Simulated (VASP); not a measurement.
The system is TePb.

```
CELL_PARAMETERS angstrom
0.00000 3.22185 3.22185
3.22185 0.00000 3.22185
3.22185 3.22185 0.00000
ATOMIC_POSITIONS crystal
Te 0.50000 0.50000 0.50000
Pb 0.00000 0.00000 0.00000
```

```yaml
Program: VASP 6.6.1
Task: relaxation of cell and atoms
Functional: HSE06
Potentials_or_basis: VASP PAW PBE potentials, release 64 (Te, Pb_d)
Cutoff: 520 eV
k_mesh: 6 × 6 × 6
Occupations: gaussian, width 0.03 eV
Spin: no spin polarisation
```

At the start: pressure 1.4 GPa; volume 33.44 Å³/atom.

Q: How do energy, volume and symmetry change on relaxing?

A: Over 10 steps the energy falls by 4.2 meV/atom and the volume is 34.46 Å³/atom (+3.0 %); space group Fm-3m (No. 225, to 0.05 Å).

Step by step:
| step | energy change (eV) | largest force (eV/Å) | pressure (GPa) | volume (Å³) |
| --- | --- | --- | --- | --- |
| 1 | 0.0000 | 0.0000 | 1.35 | 66.89 |
| 2 | -0.0075 | 0.0000 | -0.26 | 69.66 |
| 3 | -0.0085 | 0.0000 | -0.07 | 69.00 |
| 4 | -0.0085 | 0.0000 | -0.05 | 68.90 |
| 5 | -0.0084 | 0.0000 | 0.12 | 68.68 |
| 6 | -0.0085 | 0.0000 | 0.11 | 68.83 |
| 7 | -0.0085 | 0.0000 | 0.08 | 68.85 |
| 8 | -0.0085 | 0.0000 | 0.05 | 68.90 |
| 9 | -0.0085 | 0.0000 | 0.06 | 68.91 |
| 10 | -0.0085 | 0.0000 | 0.03 | 68.93 |

Final structure:
```
CELL_PARAMETERS angstrom
0.00000 3.25425 3.25425
3.25425 0.00000 3.25425
3.25425 3.25425 0.00000
ATOMIC_POSITIONS crystal
Te 0.50000 0.50000 0.50000
Pb 0.00000 0.00000 0.00000
```

Caveat: the PAW data sets were made with another functional, which shifts forces and pressure a little.
